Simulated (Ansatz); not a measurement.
SrO: band gap and smallest direct gap on path against volume per atom

Results calculated with Ansatz 0.2.0, not measured. Periodic Kohn-Sham DFT of a crystal at fixed atoms; Kohn-Sham levels at symmetry points; band -1 is the highest filled and +1 the lowest empty one at that point, spin up along a +z start moment.

Cell of the first row (space group Fm-3m, No. 225):
```
SrO
1.0
      0.0000     2.5173     2.5173
      2.5173     0.0000     2.5173
      2.5173     2.5173     0.0000
Sr O
1 1
Direct
  0.00000 0.00000 0.00000
  0.50000 0.50000 0.50000
```

Settings of every row: method all-electron LAPW; functional LDA; relativity scalar; k mesh 8x8x8; filling fermi-dirac; smearing width 0.02 eV; basis error target 0.25 meV/atom; nucleus gaussian.

Atom start moment: 0 on all atoms.

Limits: semilocal functionals tend to give too small a gap.

| row | volume per atom (Å³) | band gap (eV) | smallest direct gap on path (eV) |
| --- | --- | --- | --- |
| 1 | 15.952 | 3.106 | 3.129 |
| 2 | 16.292 | 3.125 | 3.166 |
| 3 | 16.631 | 3.141 | 3.2 |
| 4 | 16.801 | 3.149 | 3.215 |
| 5 | 16.971 | ? | ? |
| 6 | 17.14 | 3.162 | 3.243 |
| 7 | 17.31 | 3.168 | 3.256 |
| 8 | 17.649 | 3.178 | 3.279 |
| 9 | 17.989 | 3.186 | 3.298 |

Question: what band gap and smallest direct gap on path should row 5 give?

Worked fit of band gap. Take t = volume per atom − 17, in Å³. The shown rows have t = -1.048, -0.708, -0.369, -0.199, 0.14, 0.31, 0.649, 0.989. Least squares give band gap = 3.1569 + 0.03868 × t − 0.00933 × t² eV; a straight line predicts inner rows, each left out in turn, worse (root mean square 0.003 against 0.00024 eV). All shown rows lie on it to the printed digit. The withheld row has t = -0.029, so the fit gives 3.1569 + 0.03868 × (-0.029) − 0.00933 × (-0.029)² = 3.156 eV.

The calculation gave 3.156 eV. The fit meets it to the printed digit.

Worked fit of smallest direct gap on path. Take t = volume per atom − 17, in Å³. The shown rows have t = -1.048, -0.708, -0.369, -0.199, 0.14, 0.31, 0.649, 0.989. Least squares give smallest direct gap on path = 3.2321 + 0.0821 × t − 0.01551 × t² eV; a straight line predicts inner rows, each left out in turn, worse (root mean square 0.0051 against 0.00027 eV). All shown rows lie on it to the printed digit. The withheld row has t = -0.029, so the fit gives 3.2321 + 0.0821 × (-0.029) − 0.01551 × (-0.029)² = 3.230 eV.

The calculation gave 3.23 eV. The fit meets it to the printed digit.
